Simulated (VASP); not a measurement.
Write the native input for VASP 6.6.1 that does the following.

* Task: single point
* Functional: PBE
* Potentials or basis: VASP PAW PBE potentials, release 64 (Ba_sv, Ti_sv, O)
* Cutoff: 900 eV
* k mesh: 8 × 8 × 8
* Occupations: gaussian, width 0.05 eV
* Spin: no spin polarisation
* Further INCAR settings: ADDGRID = False; ALGO = Normal; EDIFF = 1e-08; NBANDS = 28

The structure of BaTiO3 lies in POSCAR:

```
BaTiO3
1.0
    3.9998000000      0.0000000000      0.0000000000
    0.0000000000      3.9998000000      0.0000000000
    0.0000000000      0.0000000000      4.0180000000
Ba Ti O
1 1 3
Direct
    0.0000000000      0.0000000000      0.0000000000
    0.5000000000      0.5000000000      0.4900000000
    0.0000000000      0.5000000000      0.5170000000
    0.5000000000      0.0000000000      0.5170000000
    0.5000000000      0.5000000000      0.0190000000
```

One way to write it, as run:

INCAR

```
SYSTEM = BaTiO3
PREC = Accurate ; ENCUT = 900
EDIFF = 1E-8 ; ISMEAR = 0
SIGMA = 0.05 ; LREAL = .False.
LASPH = .True. ; NELM = 100
ALGO = Normal ; ISIF = 2
LWAVE = .False. ; LCHARG = .False.
GGA = PE ; NBANDS = 28
ADDGRID = .False.
```

KPOINTS

```
regular mesh
0
Gamma
  8 8 8
  0 0 0
```

Potentials or basis: VASP PAW PBE potentials, release 64 (Ba_sv, Ti_sv, O).

The run is started by

```console
$ cat potpaw_PBE.64/Ba_sv/POTCAR potpaw_PBE.64/Ti_sv/POTCAR potpaw_PBE.64/O/POTCAR > POTCAR
$ mpirun -np 1 vasp_std > vasp.out
```

Results of the run:

| Quantity | Value |
| --- | --- |
| Pressure | 4.3 GPa |
| Largest force | 0.279 eV/Å |
| Band gap on the k mesh | 1.77 eV, indirect (least direct gap 2.06 eV) |

Caveat: spin-orbit coupling is left out, which moves the levels of the heavy elements.

Run time: 4 min on 1 thread of Intel(R) Xeon(R) Platinum 8488C (Sapphire Rapids), with other jobs on the host, peak memory 0.45 GiB.
